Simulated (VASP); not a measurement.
# CaSe (Fm-3m) in VASP: notebook

CaSe is run at these levels: LDA, PBE, r2SCAN; tasks: single point.

All numbers are computed with VASP 6.6.1; they aren't measurements. Logs are shortened: lines on timing, memory, paths and dates and some standing lists are left out, and cuts for length are marked.

**What was measured.**

A printed reference work, monograph, original work of 1988 reports, for a bulk crystal of CaSe at 2 K: band gap 3.85 eV (indirect).

The runs below are set against these values where they give the same quantity.

### 1 The cell of the first run

The structure is cubic, space group Fm-3m (No. 225). Conventional cell: a = 5.935 Å, b = 5.935 Å, c = 5.935 Å, α = 90.00°, β = 90.00°, γ = 90.00°. Ca (site symmetry m-3m) has 6 Se at 2.97 Å within 3.9 Å. Se (site symmetry m-3m) has 6 Ca at 2.97 Å within 3.9 Å.

### 2 Single point, LDA

Contents of INCAR:

```
ALGO     = Normal         # electronic algorithm
EDIFF    = 1E-7           # SCF threshold, eV
ENCUT    = 520            # plane-wave cutoff, eV
GGA      = CA             # functional
ISIF     = 2              # what is computed and relaxed
ISMEAR   = 0              # smearing method
LASPH    = True           # aspherical terms in the spheres
LCHARG   = False          # write CHGCAR
LREAL    = False          # projectors in reciprocal space
LWAVE    = False          # write WAVECAR
NBANDS   = 15             # bands
NELM     = 60             # most SCF steps
PREC     = Accurate       # precision mode
SIGMA    = 0.01           # smearing width, eV
```

Contents of KPOINTS:

```
k-points
0
Gamma
  4 4 4
```

Contents of POSCAR:

```
CaSe
1.0
    0.0000000000      2.9675306017      2.9675306017
    2.9675306017      0.0000000000      2.9675306017
    2.9675306017      2.9675306017      0.0000000000
Ca Se
1 1
Direct
    0.0000000000      0.0000000000      0.0000000000
    0.5000000000      0.5000000000      0.5000000000
```

Potentials or basis: VASP PAW LDA potentials, release 64 (Ca_sv, Se).

The run is started by

```
> cat potpaw_LDA.64/Ca_sv/POTCAR potpaw_LDA.64/Se/POTCAR > POTCAR
> mpirun -np 1 vasp_std > vasp.out
```

OUTCAR:

```text
EDIFF = 1E-7
   ENCUT = 520
   GGA = CA
   ISIF = 2
   ISMEAR = 0
   LASPH = True
   LREAL = False
   NELM = 60
   PREC = Accurate

 ion  position               nearest neighbor table
   1  0.000  0.000  0.000-   2 2.97   2 2.97   2 2.97   2 2.97   2 2.97   2 2.97
   2  0.500  0.500  0.500-   1 2.97   1 2.97   1 2.97   1 2.97   1 2.97   1 2.97

  LATTYP: Found a face centered cubic cell.
 ALAT       =     5.9350612034

  Lattice vectors:

 A1 = (   0.0000000000,   2.9675306017,   2.9675306017)
 A2 = (   2.9675306017,   0.0000000000,   2.9675306017)
 A3 = (   2.9675306017,   2.9675306017,   0.0000000000)

Analysis of symmetry for initial positions (statically):
=====================================================================
 Subroutine PRICEL returns:
 Original cell was already a primitive cell.

 Routine SETGRP: Setting up the symmetry group for a
 face centered cubic supercell.

 Subroutine GETGRP returns: Found 48 space group operations
 (whereof 48 operations were pure point group operations)
 out of a pool of 48 trial point group operations.

The static configuration has the point symmetry O_h .

Analysis of symmetry for dynamics (positions and initial velocities):
=====================================================================
 Subroutine PRICEL returns:
 Original cell was already a primitive cell.

 Routine SETGRP: Setting up the symmetry group for a
 face centered cubic supercell.

 Subroutine GETGRP returns: Found 48 space group operations
 (whereof 48 operations were pure point group operations)
 out of a pool of 48 trial point group operations.

The dynamic configuration has the point symmetry O_h .

 Subroutine INISYM returns: Found 48 space group operations
 (whereof 48 operations are pure point group operations),
 and found     1 'primitive' translations

----------------------------------------------------------------------------------------

                                     Primitive cell

  volume of cell :      52.2656

  direct lattice vectors                    reciprocal lattice vectors
     0.000000000  2.967530602  2.967530602    -0.168490259  0.168490259  0.168490259
     2.967530602  0.000000000  2.967530602     0.168490259 -0.168490259  0.168490259
     2.967530602  2.967530602  0.000000000     0.168490259  0.168490259 -0.168490259

  length of vectors
     4.196722024  4.196722024  4.196722024     0.291833689  0.291833689  0.291833689

  position of ions in fractional coordinates (direct lattice)
     0.000000000  0.000000000  0.000000000
     0.500000000  0.500000000  0.500000000

  ion indices of the primitive-cell ions
   primitive index   ion index
                 1           1
                 2           2

----------------------------------------------------------------------------------------

 KPOINTS: k-points

Automatic generation of k-mesh.
 Grid dimensions read from file:
 generate k-points for:    4    4    4

 Generating k-lattice:

  Cartesian coordinates                     Fractional coordinates (reciprocal lattice)
    -0.042122565  0.042122565  0.042122565     0.250000000  0.000000000  0.000000000
     0.042122565 -0.042122565  0.042122565     0.000000000  0.250000000  0.000000000
     0.042122565  0.042122565 -0.042122565     0.000000000  0.000000000  0.250000000

  Length of vectors
     0.072958422  0.072958422  0.072958422

  Shift w.r.t. Gamma in fractional coordinates (k-lattice)
     0.000000000  0.000000000  0.000000000

 Subroutine IBZKPT returns following result:
 ===========================================

 Found      8 irreducible k-points:

 Following reciprocal coordinates:
            Coordinates               Weight
  0.000000  0.000000  0.000000      1.000000
  0.250000  0.000000  0.000000      8.000000
  0.500000  0.000000  0.000000      4.000000
  0.250000  0.250000  0.000000      6.000000
  0.500000  0.250000  0.000000     24.000000
 -0.250000  0.250000  0.000000     12.000000
  0.500000  0.500000  0.000000      3.000000
 -0.250000  0.500000  0.250000      6.000000
   k-points           NKPTS =      8   k-points in BZ     NKDIM =      8   number of bands    NBANDS=     15
   number of dos      NEDOS =    301   number of ions     NIONS =      2
   total plane-waves  NPLWV =  32768
   dimension x,y,z NGX =    32 NGY =   32 NGZ =   32
   dimension x,y,z NGXF=    64 NGYF=   64 NGZF=   64
   ions per type =               1   1
   NGX,Y,Z   is equivalent  to a cutoff of  12.68, 12.68, 12.68 a.u.
   NGXF,Y,Z  is equivalent  to a cutoff of  25.35, 25.35, 25.35 a.u.
 SYSTEM =  unknown system
   PREC   = accura    normal or accurate (medium, high low for compatibility)
   ISTART =      0    job   : 0-new  1-cont  2-samecut
   ICHARG =      2    charge: 1-file 2-atom 10-const
   ISPIN  =      1    spin polarized calculation?
   LNONCOLLINEAR =      F non collinear calculations
   LSORBIT =      F    spin-orbit coupling
   LASPH  =      T    aspherical Exc in radial PAW
   ENCUT  =  520.0 eV  38.22 Ry    6.18 a.u.   7.80  7.80  7.80*2*pi/ulx,y,z
   NELM   =     60;   NELMIN=  2; NELMDL= -5     # of ELM steps
   EDIFF  = 0.1E-06   stopping-criterion for ELM
   LREAL  =      F    real-space projection
   EDIFFG = 0.1E-05   stopping-criterion for IOM
   NSW    =      0    number of steps for IOM
   IBRION =     -1    ionic relax: 0-MD 1-quasi-New 2-CG
   NFREE  =      0    steps in history (QN), initial steepest desc. (CG)
   ISIF   =      2    stress and relaxation
   ISYM   =      2    0-nonsym 1-usesym 2-fastsym
   POTIM  = 0.5000    time-step for ionic-motion
   TEBEG  =    0.0;   TEEND  =   0.0 temperature during run
   PSTRESS=    0.0 pullay stress
   NELECT =      16.0000    total number of electrons
   NUPDOWN=      -1.0000    fix difference up-down
   EMIN   =  10.00;   EMAX   =-10.00  energy-range for DOS
   EFERMI =   0.00;   METHOD = LEGACY
   ISMEAR =     0;   SIGMA  =   0.01  broadening in eV -4-tet -1-fermi 0-gaus
   EFERMI_NEDOS =   21; number of points for ismear=-14 and -15
   IALGO  =     38    algorithm
   IMIX   =      4    mixing-type and parameters
     AMIX     =   0.40;   BMIX     =  1.00
     AMIX_MAG =   1.60;   BMIX_MAG =  1.00
  volume/ion in A,a.u.               =      26.13       176.35
  Fermi-wavevector in a.u.,A,eV,Ry     =   1.103341  2.085012 16.563196  1.217361
  Thomas-Fermi vector in A             =   2.239797
   LORBIT       =      0    0 simple, 1 ext, 2 COOP (PROOUT), +10 PAW based schemes
   GGA     = CA    functional components
   LHFCALC =     F    Hartree Fock is set to
   AEXX    =    0.0000 exact exchange contribution
   IVDW    =     0    specifies the selected vdW correction
   LEPSILON=     F    determine dielectric tensor
   LRPA    =     F    only Hartree local field effects (RPA)
 non-spin polarized calculation
 Gauss-broadening in eV      SIGMA  =   0.01
  energy-cutoff  :      520.00
  volume of cell :       52.27
 maximum number of plane-waves:      1424
   NGX = 15   NGY = 15   NGZ = 15

 number of electron      15.9999999 magnetization

 Free energy of the ion-electron system (eV)
  ---------------------------------------------------
  ext. energy  EPLUGINS =         0.00000000
  ---------------------------------------------------
  free energy    TOTEN  =       -10.52749260 eV

  energy without entropy =      -10.52749260  energy(sigma->0) =      -10.52749260

 E-fermi :   2.4080     XC(G=0):  -9.4520

 val. band max:        2.2910032579   @ k =   0.0000   0.0000   0.0000
 cond. band min:       4.1651708401   @ k =   0.5000   0.5000   0.0000
 fundamental gap:      1.8741675822
 Fermi energy:         2.4079751150

 k-point     1 :       0.0000    0.0000    0.0000
  band No.  band energies     occupation
      1     -37.0341      2.00000
      2     -18.3228      2.00000
      3     -18.3228      2.00000
      4     -18.3228      2.00000
      5      -9.5115      2.00000
      6       2.2910      2.00000
      7       2.2910      2.00000
      8       2.2910      2.00000
      9       5.3339      0.00000
     10       5.8254      0.00000
     11       5.8254      0.00000
     12       5.8254      0.00000
     13       6.4246      0.00000
     14       6.4246      0.00000
     15      11.8371      0.00000

 k-point     2 :       0.2500    0.0000    0.0000
  band No.  band energies     occupation
      1     -37.0306      2.00000
      2     -18.3818      2.00000
      3     -18.3269      2.00000
      4     -18.3269      2.00000
      5      -9.1867      2.00000
      6       0.2528      2.00000
      7       1.5799      2.00000
      8       1.5799      2.00000
      9       5.8261      0.00000
     10       6.5488      0.00000
     11       6.5488      0.00000
     12       7.7926      0.00000
     13       7.8199      0.00000
     14       7.8199      0.00000
     15      11.5115      0.00000

 k-point     3 :       0.5000    0.0000    0.0000
  band No.  band energies     occupation
      1     -37.0271      2.00000
      2     -18.4392      2.00000
      3     -18.3309      2.00000
      4     -18.3309      2.00000
      5      -8.8229      2.00000
      6      -1.0213      2.00000
      7       1.0803      2.00000
      8       1.0803      2.00000
      9       6.6354      0.00000
     10       7.5699      0.00000
     11       7.5992      0.00000
     12       7.5992      0.00000
     13       9.6505      0.00000
     14       9.6505      0.00000
     15      10.2132      0.00000
[... 55 lines left out ...]
 k-point     7 :       0.5000    0.5000    0.0000
  band No.  band energies     occupation
      1     -37.0248      2.00000
      2     -18.4069      2.00000
      3     -18.3565      2.00000
      4     -18.3565      2.00000
      5      -8.9433      2.00000
      6      -0.2330      2.00000
      7       1.3557      2.00000
      8       1.3557      2.00000
      9       4.1652      0.00000
     10       7.0730      0.00000
     11       7.1873      0.00000
     12       8.1330      0.00000
     13       8.1339      0.00000
     14       8.1339      0.00000
     15      12.1711      0.00000

 k-point     8 :      -0.2500    0.5000    0.2500
  band No.  band energies     occupation
      1     -37.0248      2.00000
      2     -18.3817      2.00000
      3     -18.3817      2.00000
      4     -18.3632      2.00000
      5      -8.8539      2.00000
      6       0.3005      2.00000
      7       0.3005      2.00000
      8       0.5967      2.00000
      9       6.5241      0.00000
     10       6.5241      0.00000
     11       7.3440      0.00000
     12       7.8491      0.00000
     13       8.1394      0.00000
     14      10.6757      0.00000
     15      11.0454      0.00000

------------------------ aborting loop because EDIFF is reached ----------------------------------------

  FORCE on cell =-STRESS in cart. coord.  units (eV):
  Direction    XX          YY          ZZ          XY          YZ          ZX
  --------------------------------------------------------------------------------------
  -------------------------------------------------------------------------------------
  Total       -1.0706593     -1.0706593     -1.0706593      0.0000000      0.0000000     -0.0000000
  in kB      -32.8205818    -32.8205818    -32.8205818      0.0000000      0.0000000     -0.0000000
  external PRESSURE =     -32.8205818 kB  Pullay stress =       0.0000000 kB

 VOLUME and BASIS-vectors are now :
 -----------------------------------------------------------------------------
  energy-cutoff  :      520.00
  volume of cell :       52.27
      direct lattice vectors                 reciprocal lattice vectors
     0.000000000  2.967530602  2.967530602    -0.168490259  0.168490259  0.168490259
     2.967530602  0.000000000  2.967530602     0.168490259 -0.168490259  0.168490259
     2.967530602  2.967530602  0.000000000     0.168490259  0.168490259 -0.168490259

 POSITION                                       TOTAL-FORCE (eV/Angst)
 -----------------------------------------------------------------------------------
      0.00000      0.00000      0.00000         0.000000     -0.000000     -0.000000
      2.96753      2.96753      2.96753         0.000000      0.000000      0.000000
 -----------------------------------------------------------------------------------
    total drift:                                0.000000     -0.000000     -0.000000

  FREE ENERGIE OF THE ION-ELECTRON SYSTEM (eV)
  ---------------------------------------------------
  free  energy   TOTEN  =       -10.5274926039 eV

  energy  without entropy=      -10.5274926039  energy(sigma->0) =      -10.52749260
```

It took 8.7 s on 1 thread of AMD EPYC 7R43 (Zen 3), shared host; peak memory 0.11 GiB.

What came out:

```
Free energy            : -10.5275 eV
Pressure               : -3.3 GPa
Band gap on the k mesh : 1.87 eV, indirect (least direct gap 2.81 eV)
```

Caveat: the k points lie up to 0.46 Å⁻¹ apart. A k mesh can miss the band edges.

### 3 Single point, PBE

Contents of INCAR:

```
  ALGO = Normal
  EDIFF = 1E-6
  ENCUT = 520
  GGA = PE
  ISIF = 2
  ISMEAR = 0
  LASPH = T
  LCHARG = F
  LREAL = F
  LWAVE = F
  NBANDS = 15
  NELM = 60
  PREC = Accurate
  SIGMA = 0.01
```

Contents of KPOINTS:

```
k-points
0
Gamma
  6 6 6
```

POSCAR is that of step 2.

Potentials or basis: VASP PAW PBE potentials, release 64 (Ca_sv, Se).

The run is started by

```
> cat potpaw_PBE.64/Ca_sv/POTCAR potpaw_PBE.64/Se/POTCAR > POTCAR
> mpirun -np 1 vasp_std > vasp.out
```

OUTCAR:

```text
EDIFF = 1E-6
   ENCUT = 520
   GGA = PE
   ISIF = 2
   ISMEAR = 0
   LASPH = T
   LREAL = F
   NELM = 60
   PREC = Accurate

 ion  position               nearest neighbor table
   1  0.000  0.000  0.000-   2 2.97   2 2.97   2 2.97   2 2.97   2 2.97   2 2.97
   2  0.500  0.500  0.500-   1 2.97   1 2.97   1 2.97   1 2.97   1 2.97   1 2.97

  LATTYP: Found a face centered cubic cell.
 ALAT       =     5.9350612034

  Lattice vectors:

[... 463 lines left out ...]

------------------------ aborting loop because EDIFF is reached ----------------------------------------

  FORCE on cell =-STRESS in cart. coord.  units (eV):
  Direction    XX          YY          ZZ          XY          YZ          ZX
  --------------------------------------------------------------------------------------
  -------------------------------------------------------------------------------------
  Total        0.2437910      0.2437910      0.2437910      0.0000000      0.0000000      0.0000000
  in kB        7.4733034      7.4733034      7.4733034      0.0000000      0.0000000      0.0000000
  external PRESSURE =       7.4733034 kB  Pullay stress =       0.0000000 kB

 VOLUME and BASIS-vectors are now :
 -----------------------------------------------------------------------------
  energy-cutoff  :      520.00
  volume of cell :       52.27
      direct lattice vectors                 reciprocal lattice vectors
     0.000000000  2.967530602  2.967530602    -0.168490259  0.168490259  0.168490259
     2.967530602  0.000000000  2.967530602     0.168490259 -0.168490259  0.168490259
     2.967530602  2.967530602  0.000000000     0.168490259  0.168490259 -0.168490259

 POSITION                                       TOTAL-FORCE (eV/Angst)
 -----------------------------------------------------------------------------------
      0.00000      0.00000      0.00000         0.000000     -0.000000     -0.000000
      2.96753      2.96753      2.96753        -0.000000      0.000000      0.000000
 -----------------------------------------------------------------------------------
    total drift:                                0.000000     -0.000000     -0.000000

  FREE ENERGIE OF THE ION-ELECTRON SYSTEM (eV)
  ---------------------------------------------------
  free  energy   TOTEN  =        -9.4831835728 eV

  energy  without entropy=       -9.4831835728  energy(sigma->0) =       -9.48318357
```

stdout:

```text
POSCAR found type information on POSCAR CaSe
 POSCAR found :  2 types and       2 ions
 scaLAPACK will be used
 LDA part: xc-table for (Slater+PW92), standard interpolation
 POSCAR, INCAR and KPOINTS ok, starting setup
 FFT: planning ... GRIDC
 FFT: planning ... GRID_SOFT
 FFT: planning ... GRID
 WAVECAR not read
 entering main loop
```

It took 15 s on 1 thread of AMD EPYC 7R43 (Zen 3), shared host; peak memory 0.14 GiB.

Results:

```yaml
Free_energy: -9.4832 eV
Pressure: 0.7 GPa
Band_gap_on_the_k_mesh: 2.05 eV, indirect (least direct gap 2.97 eV)
```

Levels at points of the mesh, in eV from the valence-band top:
| k point | band 4 | band 5 | band 6 | band 7 | band 8 | band 9 | band 10 | band 11 | band 12 | band 13 |
| --- | --- | --- | --- | --- | --- | --- | --- | --- | --- | --- |
| (0.00, 0.00, 0.00) | -20.77 | -11.76 | 0.00 | 0.00 | 0.00 | 3.29 | 3.71 | 3.71 | 3.71 | 4.27 |
| (0.50, 0.00, 0.00) | -20.78 | -11.09 | -3.25 | -1.18 | -1.18 | 4.50 | 5.45 | 5.48 | 5.48 | 7.46 |
| (0.50, 0.50, 0.00) | -20.80 | -11.20 | -2.49 | -0.92 | -0.92 | 2.05 | 5.01 | 5.02 | 5.98 | 6.01 |

### 4 Single point, LDA

Contents of INCAR:

```
SYSTEM = CaSe
PREC = Accurate ; ENCUT = 520
EDIFF = 1E-6 ; ISMEAR = 0
SIGMA = 0.01 ; LREAL = .FALSE.
LASPH = .TRUE. ; NELM = 80
ALGO = Normal ; ISIF = 2
LWAVE = .FALSE. ; LCHARG = .FALSE.
GGA = CA ; NBANDS = 15
```

Contents of KPOINTS:

```
Automatic mesh
0
G
  6 6 6
  0 0 0
```

POSCAR is that of step 3.

Potentials or basis: VASP PAW LDA potentials, release 64 (Ca_sv, Se).

The run is started by

```
> cat potpaw_LDA.64/Ca_sv/POTCAR potpaw_LDA.64/Se/POTCAR > POTCAR
> mpirun -np 1 vasp_std > vasp.out
```

Run time: 13 s. Hardware: 1 thread of AMD EPYC 7R43 (Zen 3), shared host; peak memory 0.12 GiB.

Results (log left out):

```yaml
Free_energy: -10.5443 eV
Pressure: -3.4 GPa
Band_gap_on_the_k_mesh: 1.89 eV, indirect (least direct gap 2.82 eV)
```

Levels at points of the mesh, in eV from the valence-band top:
| k point | band 4 | band 5 | band 6 | band 7 | band 8 | band 9 | band 10 | band 11 | band 12 | band 13 |
| --- | --- | --- | --- | --- | --- | --- | --- | --- | --- | --- |
| (0.00, 0.00, 0.00) | -20.60 | -11.80 | 0.00 | 0.00 | 0.00 | 3.05 | 3.55 | 3.55 | 3.55 | 4.15 |
| (0.50, 0.00, 0.00) | -20.60 | -11.12 | -3.31 | -1.21 | -1.21 | 4.35 | 5.29 | 5.32 | 5.32 | 7.37 |
| (0.50, 0.50, 0.00) | -20.63 | -11.24 | -2.52 | -0.93 | -0.93 | 1.89 | 4.79 | 4.91 | 5.86 | 5.86 |

A k mesh can miss the band edges.

(Part 1 of 2 ends here.)
